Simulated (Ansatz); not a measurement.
Crystal: Si.

```
CELL_PARAMETERS angstrom
2.53211 0.00000 0.00000
0.00000 2.53211 0.00000
0.00000 0.00000 2.53211
ATOMIC_POSITIONS crystal
Si 0.50000 0.50000 0.50000
```

The cell was built by a generator and needn't be a form met in nature.

```yaml
Program: Ansatz 0.2.0
Task: relaxation of cell and atoms
Functional: B3LYP
Potentials_or_basis: Ansatz PAW
Cutoff: "420 eV (not typed: the program's choice for these potentials)"
k_mesh: 5 × 5 × 5
Occupations: fermi-dirac, width 0.05 eV
Spin: no spin polarisation
```

At the start: volume 16.23 Å³/atom.

Problem. How do energy, volume and symmetry change on relaxing?

Solution. It ends after 5 steps and the volume is 17.42 Å³/atom (+7.3 %); space group Pm-3m (No. 221, to 0.05 Å).

Step by step:
| step | energy change (eV) | largest force (eV/Å) | volume (Å³) |
| --- | --- | --- | --- |
| 1 | 0.0000 | 0.0000 | 16.23 |
| 2 | -0.0223 | 0.0000 | 17.12 |
| 3 | -0.0236 | 0.0000 | 17.38 |
| 4 | -0.0236 | 0.0000 | 17.42 |
| 5 | -0.0239 | 0.0000 | 17.42 |

Final structure:
```yaml
crystal:
  lattice:
    - [2.59208, 0.00000, 0.00000]
    - [0.00000, 2.59208, 0.00000]
    - [0.00000, 0.00000, 2.59208]
  atoms:
    - { symbol: Si, position: [0.50000, 0.50000, 0.50000] }
```

Caveat: the k mesh is coarse (spacing up to 0.50 Å⁻¹), so the values aren't converged, least of all with exact exchange; the plane-wave basis is chosen anew once the cell has moved, so the energies of steps on either side of that aren't comparable; the PAW data sets come from PBE, with cores solved anew for the run's functional, which leaves a small shift of forces and pressure.
